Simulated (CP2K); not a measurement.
The system is Hf.

```
Hf
1.0
     3.19670    0.00000    0.00000
    -1.59835    2.76842    0.00000
     0.00000    0.00000    5.05780
Hf
2
Cartesian
  1.5984 0.9228 3.7934
  0.0000 1.8456 1.2645
```

Base run:

- Program: CP2K 2026.2
- Functional: PBEsol
- Potentials or basis: POTENTIAL_UZH Hf GTH-PBE-q12; TZVP-MOLOPT-PBE-GTH basis
- Density cutoff: 9184 eV
- k mesh: 10 × 10 × 5
- Occupations: fermi-dirac, width 0.05 eV
- Spin: no spin polarisation

Its results: band gap on the k mesh none (metal or under the smearing width); pressure -2.9 GPa.

The run is repeated on the same cell with these changes: functional from PBEsol to LDA. What comes out?

Band gap on the k mesh none (metal or under the smearing width); pressure -5.6 GPa.

LDA binds more tightly than PBEsol, so the same cell stands under less pressure.

Caveats: the potentials were made for another functional, which shifts forces and pressure; spin-orbit coupling is left out, which moves the levels of the heavy elements; the basis of atomic orbitals isn't converged, which shifts pressures, moduli and gaps.
